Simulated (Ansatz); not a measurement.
Os: a run of Ansatz with trial settings.

```yaml
crystal:
  lattice:
    - [0.0, 1.9220413878, 1.9220413878]
    - [1.9220413878, 0.0, 1.9220413878]
    - [1.9220413878, 1.9220413878, 0.0]
  atoms:
    - { symbol: Os, position: [0.0, 0.0, 0.0], spin: 2.0 }
basis:
  ecutwfc: 210
kpoints:
  mp_grid: { kspacing: 1.2 }
hamiltonian:
  xc: lda
  hubbard: { sites: [{ species: Os, l: d, u_eff: 3.3 }] }
scf:
  occupations: { method: gaussian, width: 0.1 }
  lower_state_search: "off"
  max_iter: 30
  convergence: { dr2_threshold: "1e-9 eV" }
output:
  forces: true
  stress: true
  eigenvalues: true
  populations: true
magnetization:
  spin_polarized: true
relax:
  adjacent_minimum: "off"
  f_tol: 0.08
  max_steps: 30
```

Command:

```bash
ansatz run input.yaml --threads 1 --pin off --max-ram 1331MiB --backend cpu --events-out ev --progress --plain --runs-dir out
```

Output, shortened (HF is the Harris–Foulkes energy, dr2 the density residual in eV):

```text
Os: projections on atomic orbitals take those of the free atom [Kr 4d10 4f14] 5s2 5p6 5d6 6s2, of charge +0.00 (hamiltonian.pseudopotentials.projection_atoms); the dataset's partial waves leave at most 7.8e-5 of an orbital's norm unspanned inside its sphere
Pseudopotential: Os, paw, valence charge 16, recommended cutoff 420 eV (normal)
Crystal: 1 atom, lattice volume = 14.201 Å³
Basis set: ecut = 210 eV, 113 PW (Γ)
Bands: 13, of which v1, the nominal top of the filled ones, is band 8 counted from 1 (7 counted from 0)
Symmetry: 48 space group operations
Space group: Fm-3m (ITA 225), of the structure as read, at distance tolerance 2.4e-5 Å
k-points: 4 of 27
PAW frozen core: Os, regenerated for the run's functional, and the local potential with it (the file was generated under x = pbe(κ = 0.804, μ = 0.2195), c = pbe(β = 0.0667))
Initial density: superposition of atomic densities
Starting moments: Σ|m| = 2 μB on 1 of 1 site
SCF iter   1: HF=-11108.891434 eV  Δρ=1.15e-1 (↑1.15e-1 ↓3.45e-2) dr2=1.27e0  dr2_m=5.95e-1  M=1.333 μB ∫|m|=1.335 μB
SCF iter   2: HF=-11108.515215 eV  Δρ=6.99e-2 (↑6.99e-2 ↓2.84e-2) dr2=2.75e-1  dr2_m=2.88e-1  M=1.333 μB ∫|m|=1.335 μB
SCF iter   3: HF=-11108.444225 eV  Δρ=3.41e-2 (↑3.41e-2 ↓3.09e-2) dr2=4.97e-3  dr2_m=1.34e-1  M=1.333 μB ∫|m|=1.335 μB
SCF iter   4: HF=-11108.482902 eV  Δρ=2.29e-2 (↑2.29e-2 ↓2.25e-2) dr2=1.29e-4  dr2_m=6.71e-2  M=1.333 μB ∫|m|=1.335 μB
   ...
SCF iter  10: HF=-11108.523999 eV  Δρ=2.57e-5 (↑2.57e-5 ↓2.24e-5) dr2=3.20e-7  dr2_m=1.49e-9  M=1.333 μB ∫|m|=1.336 μB
SCF iter  11: F=-11108.523999 eV  HF=-11108.523999 eV  Δρ=2.21e-6 (↑2.21e-6 ↓1.10e-6) dr2=1.10e-10  dr2_m=3.18e-10  M=1.333 μB ∫|m|=1.336 μB
SCF iter  12: F=-11108.523999 eV  HF=-11108.523999 eV  Δρ=1.11e-7 (↑1.11e-7 ↓7.21e-8) dr2=3.59e-13  dr2_m=9.56e-13  M=1.333 μB ∫|m|=1.336 μB
SCF 1 converged in 12 iterations: F = -11108.523999 eV  dr2 = 3.59e-13
relax step   1: F+E_penalty+E_count = -11108.52399923 eV  Δ(F+E_penalty+E_count) = +0.000e0 eV  max|allowed force component| = 0.000e0 eV/Å  Δτ_max = 0.0000 Å  (12 SCF iters, accepted)
SCF converged after 12 iterations
Magnetization: 1.3333 μB (8.6667 up, 7.3333 down)
Absolute magnetization: 1.3355 μB (∫|ρ↑−ρ↓|, with the PAW one-centre terms)
Per-site moments (μB) at R_I (Å): [(1.2157, 1.1212)]
Free energy (F): -11108.523999 eV
E sigma→0 (E₀):  -11108.515906 eV
Entropy (-TS):   -0.016187 eV (-16.187 meV/atom)
Fermi energy:    24.966199 eV
--- Forces (eV/Å), atoms counted from 1 ---
  atom   1  Os    -0.00000000     0.00000000     0.00000000
--- Stress (GPa, compression-positive) ---
       16.393770      -0.000000       0.000000
       -0.000000      16.393770      -0.000000
        0.000000       0.000000      16.393770
  P = ⅓ Tr σ = 16.3938 GPa (163.938 kbar)
```

The inputs are trials, many of them unsound on purpose. Their numbers show the effect of the settings and aren't properties of the material. Under a U the state reached may not be the lowest.